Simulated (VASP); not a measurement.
**BeS: relaxation of cell and atoms with PBE**

The system is BeS.

```
Be S
1.0
     0.00000    2.42500    2.42500
     2.42500    0.00000    2.42500
     2.42500    2.42500    0.00000
Be S
1 1
Direct
  0.00000 0.00000 0.00000
  0.25000 0.25000 0.25000
```

```
Program                : VASP 6.6.1
Task                   : relaxation of cell and atoms
Functional             : PBE
Potentials or basis    : VASP PAW PBE potentials, release 64 (Be, S)
Cutoff                 : 600 eV
k mesh                 : 10 × 10 × 10
Occupations            : gaussian, width 0.03 eV
Spin                   : no spin polarisation
Target pressure        : 0.6 GPa
Further INCAR settings : ALGO = Normal; EDIFF = 1e-06; IBRION = 2; EDIFFG = -0.01; NSW = 90; ISIF = 3
Target pressure        : 0.6 GPa
```

```json
{
 "Relaxed volume": "14.40 Å³/atom",
 "Relaxed cell": "a = 3.441 Å, b = 3.441 Å, c = 3.441 Å, α = 60.00°, β = 60.00°, γ = 60.00°",
 "Space group after relaxing (to 0.05 Å)": "F-43m (No. 216)",
 "Energy change on relaxing (the enthalpy is what falls)": "-1.0 meV/atom",
 "Ionic steps": "3",
 "Pressure after relaxing": "0.6 GPa",
 "Band gap on the k mesh": "3.13 eV, indirect (least direct gap 5.67 eV)"
}
```

Step by step:
```tsv
step	energy change (eV)	largest force (eV/Å)	pressure (GPa)	volume (Å³)
1	0.0000	0.0000	1.59	28.52
2	-0.0022	0.0000	0.35	28.89
3	-0.0020	0.0000	0.59	28.81
```

Final structure:
```
Be S
1.0
     0.00000    2.43313    2.43313
     2.43313    0.00000    2.43313
     2.43313    2.43313    0.00000
Be S
1 1
Direct
  0.00000 0.00000 0.00000
  0.25000 0.25000 0.25000
```

Levels at points of the mesh, in eV from the valence-band top:
```
           k point  band 2  band 3  band 4  band 5  band 6  band 7
(0.00, 0.00, 0.00)    0.00    0.00    0.00    5.67    5.67    5.67
(0.50, 0.00, 0.00)   -5.72   -1.02   -1.02    5.44    6.56    6.56
(0.50, 0.50, 0.00)   -4.97   -2.61   -2.61    3.13    4.93   12.70
```

Wall time 13 s on 1 thread of Intel(R) Xeon(R) 6975P-C (Granite Rapids), with other jobs on the host, peak memory 0.15 GiB.

Caveat: the cell is relaxed towards a set pressure, so the enthalpy falls and the energy may rise. As with any semilocal functional, this PBE gap is likely too small.
